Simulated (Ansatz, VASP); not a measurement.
# Sr in VASP and in Ansatz

```xyz
1
Lattice="0.0000 2.5779 2.5779 2.5779 0.0000 2.5779 2.5779 2.5779 0.0000" Properties=species:S:1:pos:R:3 pbc="T T T"
Sr    0.0000    0.0000    0.0000
```

Alike in both runs: functional LDA; k mesh 13 × 13 × 13; occupations fermi-dirac, width 0.1 eV; no spin polarisation.

Ansatz relaxed the structure, and its values are those at the end. VASP's run is a single point on that final structure, the one shown.

```csv
,VASP,Ansatz
version,VASP 6.6.1,Ansatz 0.2.0
potentials or method,"VASP PAW LDA potentials, release 64 (Sr_sv)","PAW with Ansatz's default frozen-core files, scalar-relativistic"
plane-wave cutoff (eV),520,420
valence electrons in the cell,10,10
```

|  | VASP | Ansatz | Ansatz less VASP |
| --- | --- | --- | --- |
| pressure (GPa) | 8.1 | 8.1 | -0.03 |
